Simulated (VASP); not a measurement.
The system is Zn.

```
Zn
1.0
     3.20089    1.84803    5.45880
    -3.20089    1.84803    5.45880
     0.00000   -3.69607    5.45880
Zn
12
Direct
  0.01019 0.65361 0.01019
  0.01019 0.01019 0.65361
  0.65361 0.01019 0.01019
  0.98981 0.34639 0.98981
  0.34639 0.98981 0.98981
  0.98981 0.98981 0.34639
  0.22118 0.63060 0.22118
  0.22118 0.22118 0.63060
  0.63060 0.22118 0.22118
  0.77882 0.36940 0.77882
  0.36940 0.77882 0.77882
  0.77882 0.77882 0.36940
```

The cell was built by a generator and needn't be a form met in nature.

* Program: VASP 6.6.1
* Task: relaxation of cell and atoms
* Functional: PBE
* Potentials or basis: VASP PAW PBE potentials, release 64 (Zn)
* Cutoff: 600 eV
* k mesh: 3 × 3 × 3
* Occupations: gaussian, width 0.1 eV
* Spin: no spin polarisation

At the start: pressure 29.1 GPa; volume 16.15 Å³/atom.

Problem. Where does the relaxation end?

Solution. Over 21 steps the energy falls by 541.9 meV/atom and the volume is 20.48 Å³/atom (+26.9 %); space group R-3m (No. 166, to 0.05 Å).

The path:
| step | energy change (eV) | largest force (eV/Å) | pressure (GPa) | volume (Å³) |
| --- | --- | --- | --- | --- |
| 1 | 0.0000 | 3.6696 | 29.15 | 193.74 |
| 2 | -5.6296 | 0.7245 | -3.13 | 288.18 |
| 3 | -5.9574 | 0.7328 | 0.18 | 259.29 |
| 4 | -5.9612 | 0.7381 | -0.48 | 262.86 |
| 5 | -5.9615 | 0.7355 | -0.22 | 261.34 |
| 6 | -6.1247 | 0.4043 | -0.35 | 261.18 |
| 7 | -6.1717 | 0.4436 | -0.33 | 260.96 |
| 8 | -6.2323 | 0.3543 | -0.14 | 259.04 |
| 9 | -6.3196 | 0.2447 | 0.23 | 254.13 |
| 10 | -6.3288 | 0.2569 | 0.56 | 251.92 |
| 11 | -6.3837 | 0.1540 | -0.34 | 255.61 |
| 12 | -6.3928 | 0.0843 | -1.01 | 258.36 |
| 13 | -6.4267 | 0.0489 | -0.84 | 255.98 |
| 14 | -6.4765 | 0.1784 | -0.25 | 248.75 |
| 15 | -6.4779 | 0.2319 | -0.04 | 247.00 |
| 16 | -6.4947 | 0.0602 | 0.03 | 245.08 |
| 17 | -6.4951 | 0.0736 | 0.10 | 245.31 |
| 18 | -6.4981 | 0.0519 | -0.05 | 246.02 |
| 19 | -6.5002 | 0.0434 | -0.21 | 247.08 |
| 20 | -6.5025 | 0.0407 | -0.08 | 246.29 |
| 21 | -6.5031 | 0.0389 | -0.05 | 245.78 |

Final structure:
```cif
data_structure
_symmetry_space_group_name_H-M 'P 1'
_symmetry_Int_Tables_number 1
_cell_length_a 7.6752
_cell_length_b 7.6752
_cell_length_c 7.6752
_cell_angle_alpha 50.209
_cell_angle_beta 50.209
_cell_angle_gamma 50.209
_cell_volume 245.78
loop_
_atom_site_label
_atom_site_type_symbol
_atom_site_fract_x
_atom_site_fract_y
_atom_site_fract_z
_atom_site_occupancy
Zn1 Zn 0.04287 0.59518 0.04287 1
Zn2 Zn 0.04287 0.04287 0.59518 1
Zn3 Zn 0.59518 0.04287 0.04287 1
Zn4 Zn 0.95713 0.40482 0.95713 1
Zn5 Zn 0.40482 0.95713 0.95713 1
Zn6 Zn 0.95713 0.95713 0.40482 1
Zn7 Zn 0.23184 0.61865 0.23184 1
Zn8 Zn 0.23184 0.23184 0.61865 1
Zn9 Zn 0.61865 0.23184 0.23184 1
Zn10 Zn 0.76816 0.38135 0.76816 1
Zn11 Zn 0.38135 0.76816 0.76816 1
Zn12 Zn 0.76816 0.76816 0.38135 1
```

Caveat: the k mesh is coarse (spacing up to 0.40 Å⁻¹), so the values aren't converged; the volume moved by over 15 % at a fixed basis, so the end points are rough.
